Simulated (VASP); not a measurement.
A run of VASP 6.6.1 is set up as follows.

The input INCAR:

```
PREC = Accurate
ENCUT = 450
EDIFF = 1E-6
ISMEAR = 0
SIGMA = 0.02
LREAL = F
LASPH = T
NELM = 60
ALGO = Fast
ISIF = 2
LWAVE = F
LCHARG = F
GGA = PE
```

Contents of KPOINTS:

```
Automatic mesh
0
Gamma
  3 3 3
```

Contents of POSCAR:

```
BaTe
1.0
    0.0000000000      3.4100000000      3.4100000000
    3.4100000000      0.0000000000      3.4100000000
    3.4100000000      3.4100000000      0.0000000000
Ba Te
1 1
Direct
    0.0000000000      0.0000000000      0.0000000000
    0.5000000000      0.5000000000      0.5000000000
```

Potentials or basis: VASP PAW PBE potentials, release 64 (Ba_sv_GW, Te_GW).

The run is started by

```bash
$ cat potpaw_PBE.64/Ba_sv_GW/POTCAR potpaw_PBE.64/Te_GW/POTCAR > POTCAR
$ mpirun -np 1 vasp_std > vasp.out
```

Problem. Estimate the pressure.

Solution. 4.1 GPa.

Problem. What does it give for the band gap on the k mesh?

Solution. 1.66 eV, indirect (least direct gap 2.01 eV).

Caveat: the k mesh is coarse (spacing up to 0.53 Å⁻¹), so the values aren't converged; spin-orbit coupling is left out, which moves the levels of the heavy elements; an odd mesh through Γ misses points on the zone boundary, where band edges often lie.
